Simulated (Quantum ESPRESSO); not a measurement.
# BaS (Fm-3m) in Quantum ESPRESSO: a series of runs

Runs on BaS. Level: PBEsol. Tasks: band structure.

All numbers are computed with Quantum ESPRESSO 7.5; they aren't measurements. Logs are shortened: lines on timing, memory, paths and dates and some standing lists are left out, and cuts for length are marked.

**Experimental background.**

A printed reference work, monograph, original work of 1988 reports, for a bulk crystal of BaS at 2 K: band gap 3.806 eV (indirect).

The results are compared with them further down.

## (1) The crystal as given

The structure is cubic, space group Fm-3m (No. 225). The conventional cell has a = 6.388 Å, b = 6.388 Å, c = 6.388 Å, α = 90.00°, β = 90.00°, γ = 90.00°. Around Ba (site symmetry m-3m) lie 6 S at 3.19 Å. Around S (site symmetry m-3m) lie 6 Ba at 3.19 Å.

## (2) Band structure, PBEsol

File pw.in:

```
&CONTROL
  calculation = 'scf'
  prefix = 'pwscf'
  outdir = './tmp'
  pseudo_dir = './pseudo'
  tprnfor = .true.
  tstress = .true.
  disk_io = 'low'
/
&SYSTEM
  ibrav = 0
  A = 4.51664456
  nat = 2
  ntyp = 2
  ecutwfc = 45
  ecutrho = 360
  nbnd = 14
  occupations = 'smearing'
  smearing = 'fd'
  degauss = 0.00367493
/
&ELECTRONS
  conv_thr = 4d-10
  electron_maxstep = 120
  mixing_beta = 0.5
/
ATOMIC_SPECIES
Ba   137.3270 ba_pbesol_v1.uspp.F.UPF
S     32.0600 s_pbesol_v1.4.uspp.F.UPF
CELL_PARAMETERS alat
   0.0000000000    0.7071067819    0.7071067819
   0.7071067819    0.0000000000    0.7071067819
   0.7071067819    0.7071067819    0.0000000000
ATOMIC_POSITIONS alat
Ba     0.0000000000    0.0000000000    0.0000000000
S      0.7071067819    0.7071067819    0.7071067819
K_POINTS automatic
7 7 7 0 0 0
```

File bands.in:

```
&CONTROL
  calculation = 'bands'
  prefix = 'pwscf'
  outdir = './tmp'
  pseudo_dir = './pseudo'
  disk_io = 'low'
  verbosity = 'high'
/
&SYSTEM
  ibrav = 0
  A = 4.51664456
  nat = 2
  ntyp = 2
  ecutwfc = 45
  ecutrho = 360
  nbnd = 14
  occupations = 'smearing'
  smearing = 'fd'
  degauss = 0.00367493
/
&ELECTRONS
  conv_thr = 1d-08
  electron_maxstep = 120
  mixing_beta = 0.5
  diago_full_acc = .true.
  startingwfc = 'random'
/
ATOMIC_SPECIES
Ba   137.3270 ba_pbesol_v1.uspp.F.UPF
S     32.0600 s_pbesol_v1.4.uspp.F.UPF
CELL_PARAMETERS alat
   0.0000000000    0.7071067819    0.7071067819
   0.7071067819    0.0000000000    0.7071067819
   0.7071067819    0.7071067819    0.0000000000
ATOMIC_POSITIONS alat
Ba     0.0000000000    0.0000000000    0.0000000000
S      0.7071067819    0.7071067819    0.7071067819
K_POINTS crystal
60
 0.0000000000  0.0000000000  0.0000000000 1
 0.0625000000  0.0000000000  0.0625000000 1
 0.1250000000  0.0000000000  0.1250000000 1
 0.1875000000  0.0000000000  0.1875000000 1
 0.2500000000  0.0000000000  0.2500000000 1
 0.3125000000  0.0000000000  0.3125000000 1
 0.3750000000  0.0000000000  0.3750000000 1
 0.4375000000  0.0000000000  0.4375000000 1
 0.5000000000  0.0000000000  0.5000000000 1
 0.5000000000  0.0625000000  0.5625000000 1
 0.5000000000  0.1250000000  0.6250000000 1
 0.5000000000  0.1875000000  0.6875000000 1
 0.5000000000  0.2500000000  0.7500000000 1
 0.4375000000  0.3125000000  0.7500000000 1
 0.3750000000  0.3750000000  0.7500000000 1
 0.3375000000  0.3375000000  0.6750000000 1
 0.3000000000  0.3000000000  0.6000000000 1
 0.2625000000  0.2625000000  0.5250000000 1
 0.2250000000  0.2250000000  0.4500000000 1
 0.1875000000  0.1875000000  0.3750000000 1
 0.1500000000  0.1500000000  0.3000000000 1
 0.1125000000  0.1125000000  0.2250000000 1
 0.0750000000  0.0750000000  0.1500000000 1
 0.0375000000  0.0375000000  0.0750000000 1
 0.0000000000  0.0000000000  0.0000000000 1
 0.0625000000  0.0625000000  0.0625000000 1
 0.1250000000  0.1250000000  0.1250000000 1
 0.1875000000  0.1875000000  0.1875000000 1
 0.2500000000  0.2500000000  0.2500000000 1
 0.3125000000  0.3125000000  0.3125000000 1
 0.3750000000  0.3750000000  0.3750000000 1
 0.4375000000  0.4375000000  0.4375000000 1
 0.5000000000  0.5000000000  0.5000000000 1
 0.5250000000  0.4500000000  0.5250000000 1
 0.5500000000  0.4000000000  0.5500000000 1
 0.5750000000  0.3500000000  0.5750000000 1
 0.6000000000  0.3000000000  0.6000000000 1
 0.6250000000  0.2500000000  0.6250000000 1
 0.5833333333  0.2500000000  0.6666666667 1
 0.5416666667  0.2500000000  0.7083333333 1
 0.5000000000  0.2500000000  0.7500000000 1
 0.5000000000  0.2857142857  0.7142857143 1
 0.5000000000  0.3214285714  0.6785714286 1
 0.5000000000  0.3571428571  0.6428571429 1
 0.5000000000  0.3928571429  0.6071428571 1
 0.5000000000  0.4285714286  0.5714285714 1
 0.5000000000  0.4642857143  0.5357142857 1
 0.5000000000  0.5000000000  0.5000000000 1
 0.4821428571  0.4821428571  0.5357142857 1
 0.4642857143  0.4642857143  0.5714285714 1
 0.4464285714  0.4464285714  0.6071428571 1
 0.4285714286  0.4285714286  0.6428571429 1
 0.4107142857  0.4107142857  0.6785714286 1
 0.3928571429  0.3928571429  0.7142857143 1
 0.3750000000  0.3750000000  0.7500000000 1
 0.6250000000  0.2500000000  0.6250000000 1
 0.5937500000  0.1875000000  0.5937500000 1
 0.5625000000  0.1250000000  0.5625000000 1
 0.5312500000  0.0625000000  0.5312500000 1
 0.5000000000  0.0000000000  0.5000000000 1
```

Potentials or basis: GBRV 1.5 PBEsol.

Run with:

```
> OMP_NUM_THREADS=1 pw.x -in pw.in > pw.out
> OMP_NUM_THREADS=1 pw.x -in bands.in > bands.out
```

pw.out:

```text
This program is part of the open-source Quantum ESPRESSO suite
     for quantum simulation of materials; please cite
[... 9 lines left out ...]
     --------------------
     sticks:   dense  smooth     PW     G-vecs:    dense   smooth      PW
     Sum        1801     913    265                50701    18053    2891

     Using Slab Decomposition

     bravais-lattice index     =            0
     lattice parameter (alat)  =       8.5352  a.u.
     unit-cell volume          =     439.6725 (a.u.)^3
     number of atoms/cell      =            2
     number of atomic types    =            2
     number of electrons       =        16.00
     number of Kohn-Sham states=           14
     kinetic-energy cutoff     =      45.0000  Ry
     charge density cutoff     =     360.0000  Ry
     scf convergence threshold =      4.0E-10
     mixing beta               =       0.5000
     number of iterations used =            8  plain     mixing
     Exchange-correlation= SLA  PW   PSX  PSC
                           (   1   4  10   8   0   0   0)

     celldm(1)=   8.535221  celldm(2)=   0.000000  celldm(3)=   0.000000
     celldm(4)=   0.000000  celldm(5)=   0.000000  celldm(6)=   0.000000

     crystal axes: (cart. coord. in units of alat)
               a(1) = (   0.000000   0.707107   0.707107 )
               a(2) = (   0.707107   0.000000   0.707107 )
               a(3) = (   0.707107   0.707107   0.000000 )

     reciprocal axes: (cart. coord. in units 2 pi/alat)
               b(1) = ( -0.707107  0.707107  0.707107 )
               b(2) = (  0.707107 -0.707107  0.707107 )
               b(3) = (  0.707107  0.707107 -0.707107 )

     PseudoPot. # 1 for Ba read from file:
     ba_pbesol_v1.uspp.F.UPF
     Pseudo is Ultrasoft + core correction, Zval = 10.0
     Generated by new atomic code, or converted to UPF format
     Using radial grid of  907 points,  7 beta functions with:
                l(1) =   0
                l(2) =   0
                l(3) =   1
                l(4) =   1
                l(5) =   2
                l(6) =   2
                l(7) =   3
     Q(r) pseudized with  6 coefficients,  rinner =    1.700   1.700   1.700
                                                       1.700   1.700   1.700
                                                       1.700

     PseudoPot. # 2 for S  read from file:
     s_pbesol_v1.4.uspp.F.UPF
     Pseudo is Ultrasoft + core correction, Zval =  6.0
     Generated by new atomic code, or converted to UPF format
     Using radial grid of  907 points,  6 beta functions with:
                l(1) =   0
                l(2) =   0
                l(3) =   1
                l(4) =   1
                l(5) =   2
                l(6) =   2
     Q(r) pseudized with  8 coefficients,  rinner =    1.300   1.300   1.300
                                                       1.300   1.300

     atomic species   valence    mass     pseudopotential
     Ba               10.00   137.32700     Ba( 1.00)
     S                 6.00    32.06000     S ( 1.00)

     48 Sym. Ops., with inversion, found

   Cartesian axes

     site n.     atom                  positions (alat units)
         1        Ba     tau(   1) = (   0.0000000   0.0000000   0.0000000  )
         2        S      tau(   2) = (   0.7071068   0.7071068   0.7071068  )

     number of k points=    20  Fermi-Dirac smearing, width (Ry)=  0.0037
                       cart. coord. in units 2pi/alat
        k(    1) = (   0.0000000   0.0000000   0.0000000), wk =   0.0058309
        k(    2) = (   0.1010153   0.1010153  -0.1010153), wk =   0.0466472
        k(    3) = (   0.2020305   0.2020305  -0.2020305), wk =   0.0466472
        k(    4) = (   0.3030458   0.3030458  -0.3030458), wk =   0.0466472
        k(    5) = (   0.2020305  -0.0000000   0.0000000), wk =   0.0349854
        k(    6) = (   0.3030458   0.1010153  -0.1010153), wk =   0.1399417
[... 12 lines left out ...]
        k(   19) = (  -0.1010153  -0.5050763   0.7071068), wk =   0.1399417
[... 60 lines left out ...]
     9.8872  10.7253  10.7253  11.3852  12.4662  12.4662

          k = 0.3030 0.3030-0.3030 (  2232 PWs)   bands (ev):

   -20.1300  -6.3644  -5.2534  -5.2534  -3.2980   3.8997   4.7531   4.7531
    10.6935  11.6867  11.8188  11.8188  13.6924  13.6924

          k = 0.2020-0.0000 0.0000 (  2221 PWs)   bands (ev):

   -20.1621  -5.6181  -5.2536  -5.2536  -4.0868   4.9184   5.6758   5.6758
     9.1133   9.8075  10.2982  10.2982  10.7481  11.9733

          k = 0.3030 0.1010-0.1010 (  2235 PWs)   bands (ev):

   -20.1465  -5.9384  -5.2844  -5.2721  -3.7797   4.4813   5.3143   5.4179
     9.0561  10.6342  11.0416  11.1031  11.4480  13.3091

          k = 0.4041 0.2020-0.2020 (  2243 PWs)   bands (ev):

   -20.1297  -6.2177  -5.3063  -5.2930  -3.5101   4.2040   4.8869   5.0222
     9.6606  11.6545  11.8862  12.1189  12.7719  13.7168

          k =-0.2020-0.4041 0.4041 (  2247 PWs)   bands (ev):

   -20.1245  -6.3018  -5.3449  -5.2730  -3.4051   4.0544   4.7821   4.8970
    10.6776  10.9744  11.8797  12.5893  13.6744  14.1493

          k =-0.1010-0.3030 0.3030 (  2231 PWs)   bands (ev):

   -20.1348  -6.1675  -5.3483  -5.2392  -3.5155   4.1957   4.8146   5.2311
     9.9645  10.8242  11.2453  11.9479  12.5959  13.8877

          k =-0.0000-0.2020 0.2020 (  2235 PWs)   bands (ev):

   -20.1528  -5.8801  -5.2956  -5.2170  -3.8170   4.6745   5.1091   5.5567
     9.5820  10.1029  10.3350  10.8840  11.7954  12.3422

          k = 0.4041-0.0000 0.0000 (  2253 PWs)   bands (ev):

   -20.1370  -5.8706  -5.3375  -5.3375  -3.9425   4.5160   5.6059   5.6059
     8.3387  10.5952  11.1955  11.8791  11.8791  14.3313

          k = 0.5051 0.1010-0.1010 (  2239 PWs)   bands (ev):

   -20.1240  -5.9434  -5.4082  -5.3601  -3.9499   4.7125   5.3132   5.4246
     8.4633  11.4480  11.9057  12.5432  12.6724  13.8731

          k =-0.1010-0.5051 0.5051 (  2258 PWs)   bands (ev):

   -20.1175  -6.0304  -5.5260  -5.3359  -3.7701   4.6186   5.0802   5.1440
     9.3316  11.3879  12.3237  12.5493  13.2685  13.7315

          k = 0.0000-0.4041 0.4041 (  2251 PWs)   bands (ev):

   -20.1223  -6.1260  -5.5016  -5.2824  -3.5767   4.2629   4.8321   5.2887
    10.4923  10.6303  11.4167  11.7853  13.8141  14.6138

          k = 0.6061-0.0000 0.0000 (  2245 PWs)   bands (ev):

   -20.1171  -5.7668  -5.4040  -5.4040  -4.3409   5.1150   5.6362   5.6362
     7.8842  11.5365  11.6608  13.2074  13.2074  13.6194

          k =-0.0000-0.6061 0.6061 (  2253 PWs)   bands (ev):

   -20.1142  -5.6890  -5.6257  -5.3936  -4.2091   5.2679   5.3004   5.4615
     8.2490  12.1570  12.1935  12.3617  13.0040  13.2517

          k = 0.4041 0.2020 0.0000 (  2235 PWs)   bands (ev):

   -20.1323  -6.0440  -5.3888  -5.2884  -3.7014   4.3904   5.0191   5.4414
     9.0865  10.9741  11.5871  12.0623  12.3452  13.7674

          k =-0.2020-0.4041 0.6061 (  2245 PWs)   bands (ev):

   -20.1209  -6.1150  -5.4468  -5.3391  -3.6419   4.3924   4.9287   5.1932
     9.7727  10.9142  12.1496  12.3471  13.4743  14.2300

          k =-0.1010-0.5051 0.7071 (  2233 PWs)   bands (ev):

   -20.1162  -5.8455  -5.4965  -5.4623  -4.0001   4.9238   5.1748   5.4407
     8.6916  11.4953  11.9058  12.9079  13.1492  13.6420

          k = 0.0000-0.4041 0.6061 (  2238 PWs)   bands (ev):

   -20.1148  -5.8861  -5.5899  -5.4390  -3.8367   4.6426   5.2055   5.2767
     9.6106  10.4979  12.1735  12.7720  12.9826  14.6916

     the Fermi energy is     6.7857 ev

!    total energy              =     -94.49551165 Ry
     estimated scf accuracy    <          1.7E-10 Ry
     smearing contrib. (-TS)   =      -0.00000000 Ry
     internal energy E=F+TS    =     -94.49551165 Ry

     The total energy is F=E-TS. E is the sum of the following terms:
     one-electron contribution =      -5.12073709 Ry
     hartree contribution      =       9.14780941 Ry
     xc contribution           =     -36.03127556 Ry
     ewald contribution        =     -62.49130840 Ry

     convergence has been achieved in   8 iterations

     negative rho (up, down):  8.928E-02 0.000E+00

     Forces acting on atoms (cartesian axes, Ry/au):

     atom    1 type  1   force =    -0.00000000   -0.00000000   -0.00000000
     atom    2 type  2   force =     0.00000000   -0.00000000    0.00000000

     Total force =     0.000000     Total SCF correction =     0.000000

     Computing stress (Cartesian axis) and pressure

     negative rho (up, down):  8.928E-02 0.000E+00
          total   stress  (Ry/bohr**3)                   (kbar)     P=       -9.10
  -0.00006189   0.00000000   0.00000000           -9.10        0.00        0.00
   0.00000000  -0.00006189   0.00000000            0.00       -9.10        0.00
   0.00000000   0.00000000  -0.00006189            0.00        0.00       -9.10

=------------------------------------------------------------------------------=
   JOB DONE.
=------------------------------------------------------------------------------=
```

Wall time 72 s (1 thread of Arm Neoverse V1, shared host); peak memory 0.36 GiB.

Results:

```yaml
Free_energy: -1285.6769 eV
Pressure: -0.9 GPa
Band_gap_on_the_k_mesh: 2.12 eV, indirect (least direct gap 2.25 eV)
Band_gap_along_the_path: 2.06 eV, indirect (least direct gap 2.18 eV)
```

Levels at the corners of the path, in eV from the valence-band top:
```
point  band 6  band 7  band 8  band 9  band 10  band 11
    Γ    0.00    0.00    0.00    3.47     3.86     3.86
    X   -0.49   -0.12   -0.12    2.06     5.98     6.00
    W   -1.10   -0.46   -0.46    4.19     4.19     6.30
    K   -0.93   -0.58   -0.51    3.22     5.82     6.60
    Γ    0.00    0.00    0.00    3.47     3.86     3.86
    L   -1.93   -1.05   -1.05    5.38     5.54     6.35
    U   -0.93   -0.58   -0.51    3.22     5.82     6.60
    W   -1.10   -0.46   -0.46    4.19     4.19     6.30
    L   -1.93   -1.05   -1.05    5.38     5.54     6.35
    K   -0.93   -0.58   -0.51    3.22     5.82     6.60
    U   -0.93   -0.58   -0.51    3.22     5.82     6.60
    X   -0.49   -0.12   -0.12    2.06     5.98     6.00
```

Caveat: some levels on the path didn't converge; spin-orbit coupling is left out, which moves the levels of the heavy elements.

## (3) Band structure, PBEsol

Edit pw.in of step 2 so:

```diff
@@ -14,4 +14,3 @@
   ntyp = 2
-  ecutwfc = 45
-  ecutrho = 360
+  ecutwfc = 90
   nbnd = 14
@@ -27,4 +26,4 @@
 ATOMIC_SPECIES
-Ba   137.3270 ba_pbesol_v1.uspp.F.UPF
-S     32.0600 s_pbesol_v1.4.uspp.F.UPF
+Ba   137.3270 Ba.upf
+S     32.0600 S.upf
 CELL_PARAMETERS alat
```

Edit bands.in of step 2 so:

```diff
@@ -13,4 +13,3 @@
   ntyp = 2
-  ecutwfc = 45
-  ecutrho = 360
+  ecutwfc = 90
   nbnd = 14
@@ -28,4 +27,4 @@
 ATOMIC_SPECIES
-Ba   137.3270 ba_pbesol_v1.uspp.F.UPF
-S     32.0600 s_pbesol_v1.4.uspp.F.UPF
+Ba   137.3270 Ba.upf
+S     32.0600 S.upf
 CELL_PARAMETERS alat
```

Potentials or basis: PseudoDojo 0.4 SR PBEsol stringent.

Run with:

```
> OMP_NUM_THREADS=1 pw.x -in pw.in > pw.out
> OMP_NUM_THREADS=1 pw.x -in bands.in > bands.out
```

Wall time 2.5 min (1 thread of Arm Neoverse V1, shared host); peak memory 0.13 GiB.

The run converged. Its results:

```yaml
Free_energy: -1068.4004 eV
Pressure: -0.9 GPa
Band_gap_on_the_k_mesh: 2.08 eV, indirect (least direct gap 2.22 eV)
Band_gap_along_the_path: 2.02 eV, indirect (least direct gap 2.15 eV)
```

Levels at the corners of the path, in eV from the valence-band top:
```csv
point,band 4,band 5,band 6,band 7,band 8,band 9,band 10,band 11,band 12,band 13
Γ,-11.05,-10.32,0.00,0.00,0.00,3.44,3.82,3.82,3.82,4.77
X,-11.24,-10.23,-0.51,-0.13,-0.13,2.02,5.94,5.96,7.53,7.53
W,-11.40,-9.67,-1.12,-0.49,-0.49,4.21,4.21,6.28,6.83,7.56
K,-11.19,-9.71,-0.95,-0.60,-0.53,3.21,5.89,6.58,6.74,7.27
Γ,-11.05,-10.32,0.00,0.00,0.00,3.44,3.82,3.82,3.82,4.77
L,-11.09,-9.06,-1.96,-1.07,-1.07,5.50,5.50,6.31,6.31,8.71
U,-11.19,-9.71,-0.95,-0.60,-0.53,3.21,5.89,6.58,6.74,7.27
W,-11.40,-9.67,-1.12,-0.49,-0.49,4.21,4.21,6.28,6.83,7.56
L,-11.09,-9.06,-1.96,-1.07,-1.07,5.50,5.50,6.31,6.31,8.71
K,-11.19,-9.71,-0.95,-0.60,-0.53,3.21,5.89,6.58,6.74,7.27
U,-11.19,-9.71,-0.95,-0.60,-0.53,3.21,5.89,6.58,6.74,7.27
X,-11.24,-10.23,-0.51,-0.13,-0.13,2.02,5.94,5.96,7.53,7.53
```

Caveat: spin-orbit coupling is left out, which moves the levels of the heavy elements.

## (4) Band structure, PBEsol

Edit pw.in of step 3 so:

```diff
@@ -14,3 +14,3 @@
   ntyp = 2
-  ecutwfc = 90
+  ecutwfc = 52
   nbnd = 14
```

Edit bands.in of step 3 so:

```diff
@@ -13,3 +13,3 @@
   ntyp = 2
-  ecutwfc = 90
+  ecutwfc = 52
   nbnd = 14
```

Potentials or basis: PseudoDojo 0.4.1 SR PBEsol standard.

Run with:

```
> OMP_NUM_THREADS=1 pw.x -in pw.in > pw.out
> OMP_NUM_THREADS=1 pw.x -in bands.in > bands.out
```

Run time: 48 s. Hardware: 1 thread of Arm Neoverse V1, shared host; peak memory 0.09 GiB.

The run converged. Its results:

```yaml
Free_energy: -1068.4772 eV
Pressure: -0.9 GPa
Band_gap_on_the_k_mesh: 2.08 eV, indirect (least direct gap 2.22 eV)
Band_gap_along_the_path: 2.02 eV, indirect (least direct gap 2.15 eV)
```

Levels at the corners of the path, in eV from the valence-band top:
```tsv
point	band 5	band 6	band 7	band 8	band 9	band 10	band 11	band 12
Γ	-10.32	0.00	0.00	0.00	3.44	3.82	3.82	3.82
X	-10.23	-0.52	-0.13	-0.13	2.02	5.93	5.96	7.53
W	-9.67	-1.12	-0.49	-0.49	4.21	4.21	6.28	6.83
K	-9.72	-0.95	-0.60	-0.53	3.21	5.89	6.57	6.74
Γ	-10.32	0.00	0.00	0.00	3.44	3.82	3.82	3.82
L	-9.06	-1.96	-1.08	-1.08	5.50	5.50	6.30	6.30
U	-9.72	-0.95	-0.60	-0.53	3.21	5.89	6.57	6.74
W	-9.67	-1.12	-0.49	-0.49	4.21	4.21	6.28	6.83
L	-9.06	-1.96	-1.08	-1.08	5.50	5.50	6.30	6.30
K	-9.72	-0.95	-0.60	-0.53	3.21	5.89	6.57	6.74
U	-9.72	-0.95	-0.60	-0.53	3.21	5.89	6.57	6.74
X	-10.23	-0.52	-0.13	-0.13	2.02	5.93	5.96	7.53
```

Caveat: this release of the barium file is off; spin-orbit coupling is left out, which moves the levels of the heavy elements.

## (5) Summary

```csv
potentials or basis,cutoff (eV),gap on the mesh (eV),pressure (GPa)
GBRV 1.5 PBEsol,612,2.12,-0.9
PseudoDojo 0.4 SR PBEsol stringent,1225,2.08,-0.9
PseudoDojo 0.4.1 SR PBEsol standard,707,2.08,-0.9
```

Alike in all rows: task band structure; level PBEsol; no spin polarisation; cell as given; k mesh 7 × 7 × 7; smearing fermi-dirac 0.05 eV.

Caveats: spin-orbit coupling is left out, which moves the levels of the heavy elements; some levels on the path didn't converge (some runs); this release of the barium file is off (some runs).

Absolute energies hang on the potentials; compare differences alone.

## (6) How close it comes

Step 2. Measured gap of BaS: 3.806 eV (indirect; 2 K; a printed reference work, monograph, original work of 1988). This calculation gives 2.06 eV (-1.74 eV). Spin-orbit coupling on Ba is left out. The value is that of PBEsol, without temperature or zero-point motion. Semilocal functionals fall short of measured gaps as a rule.

Step 3. Against the measured gap of BaS, 3.806 eV (indirect; 2 K; a printed reference work, monograph, original work of 1988), the calculated 2.02 eV is off by -1.78 eV. Spin-orbit coupling on Ba is left out. The value is that of PBEsol, without temperature or zero-point motion. Semilocal functionals fall short of measured gaps as a rule.
